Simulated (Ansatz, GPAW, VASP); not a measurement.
## Ag: programs and potentials compared

```xyz
1
Lattice="0.0000 2.0427 2.0427 2.0427 0.0000 2.0427 2.0427 2.0427 0.0000" Properties=species:S:1:pos:R:3 pbc="T T T"
Ag    0.0000    0.0000    0.0000
```

Alike in all runs: task single point; functional RPBE; k mesh 11 × 11 × 11; occupations gaussian, width 0.05 eV; no spin polarisation; no spin-orbit coupling. Pressure is positive in compression and, in plane waves, holds the error of the finite cutoff.

```tsv
program and potentials	plane-wave cutoff (eV)	notes	pressure (GPa)
Ansatz, all-electron LAPW, scalar-relativistic	-	-	8.38
GPAW, the program's PAW data sets (release 1.2.1) made for this functional	600	17 valence electrons an atom on average	8.33
VASP, PBE PAW files Ag, release 54, 520 eV	520	potentials made for PBE; 11 valence electrons an atom on average	8.32
```

The pressure spans 8.32 (VASP, PBE PAW files Ag, release 54, 520 eV) to 8.38 GPa (Ansatz, all-electron LAPW, scalar-relativistic), with all-electron results at 8.38.

Differences between rows come from potentials, basis sets and numerical settings, since the functional is the same but for its coding. Runs on potential files found faulty are left out.

All three calculations put this fcc silver cell under clear compression, from 8.32 to 8.38 GPa, so RPBE favours a larger volume. The cell is close to the measured lattice constant, at which real silver is nearly stress-free. The pressure is therefore mainly an error of the functional, not a property of the metal. RPBE's stronger gradient enhancement of exchange favours inhomogeneous densities and so weakens cohesion. The missing dispersion attraction between the polarisable, filled 4d shells probably adds to the expansion.

The spread between programs is tiny beside the pressure itself. The VASP potentials, made for PBE and with 11 valence electrons, come almost as close to the all-electron value as the GPAW set with 17. This suggests that the 4p semicore shell responds little at this volume and that the core's functional matters little, although small errors of opposite sign could cancel. Agreement at a single volume doesn't establish equal bulk moduli, which depend on how the pressure changes with volume.
